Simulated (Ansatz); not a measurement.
# SiO2 under strain: ¹⁷O NMR of the central transition

Cell: a structure deposited in the COD, relaxed with PBE at fixed cell and then changed (z stretched by 2 %, ions relaxed).

```xyz
12
Lattice="4.9727 0.0000 0.0000 0.0000 4.9727 0.0000 0.0000 0.0000 7.0642" Properties=species:S:1:pos:R:3 pbc="T T T"
Si    1.5037    1.5037    0.0000
Si    0.9826    3.9901    1.7661
Si    3.4690    3.4690    3.5321
Si    3.9901    0.9826    5.2982
O     1.1844    0.5554    1.2811
O     1.9310    3.6708    3.0471
O     3.7883    4.4173    4.8132
O     3.0417    1.3019    6.5792
O     3.6708    1.9310    4.0171
O     4.4173    3.7883    2.2510
O     1.3019    3.0417    0.4850
O     0.5554    1.1844    5.7831
```

Sites (sets of like atoms) are named by element and the number of their first atom in this list.

Computed with Ansatz: DFT, PBE, plane waves and PAW, scalar-relativistic, 420 eV cutoff, Γ-centred 6×6×5 k-points, Fermi–Dirac smearing 0.02 eV.

¹⁷O has I = 5/2 and Q = -25.58 mb (Pyykkö 2018); at 21.1 T its Larmor frequency is ν₀ = 121.8 MHz. Only the quadrupole interaction is simulated: positions count from each site's isotropic chemical shift, and J coupling is left out, as are shift anisotropy and dipolar coupling, which fast spinning averages.

(1) Simulate the second-order pattern (fast magic-angle spinning, Gaussian broadening 0.2 kHz) of site O (2 Si at 1.63 Å, angle 144°).

Answers

(1) The calculation gives C_Q = -5.91 MHz and η = 0.16, so ν_Q = 0.887 MHz and the centre of gravity lies at -14.2 ppm (-1.74 kHz).

(offset (kHz), height): (-4.522, 0), (-4.411, 1), (-4.300, 4), (-4.189, 6), (-4.078, 7), (-3.967, 7), (-3.856, 7), (-3.744, 7), (-3.633, 8), (-3.522, 8), (-3.411, 8), (-3.300, 8), (-3.189, 8), (-3.077, 9), (-2.966, 17), (-2.855, 37), (-2.744, 58), (-2.633, 78), (-2.522, 86), (-2.410, 73), (-2.299, 62), (-2.188, 56), (-2.077, 53), (-1.966, 52), (-1.855, 51), (-1.743, 51), (-1.632, 51), (-1.521, 52), (-1.410, 54), (-1.299, 57), (-1.188, 61), (-1.076, 69), (-0.965, 83), (-0.854, 100), (-0.743, 96), (-0.632, 77), (-0.521, 57), (-0.409, 25), (-0.298, 4), (-0.187, 0)

At O V_zz runs parallel to the line that joins its two neighbours (within 2°).

The relaxation (4 steps) took 20 s of wall time (77 s of CPU time) and 0.59 GiB at its peak, on 4 threads of Arm Neoverse V1 (aarch64; 8 cores open to the job, memory cap 8.0 GiB, no GPU), a shared host with a load of 0.5 a core.
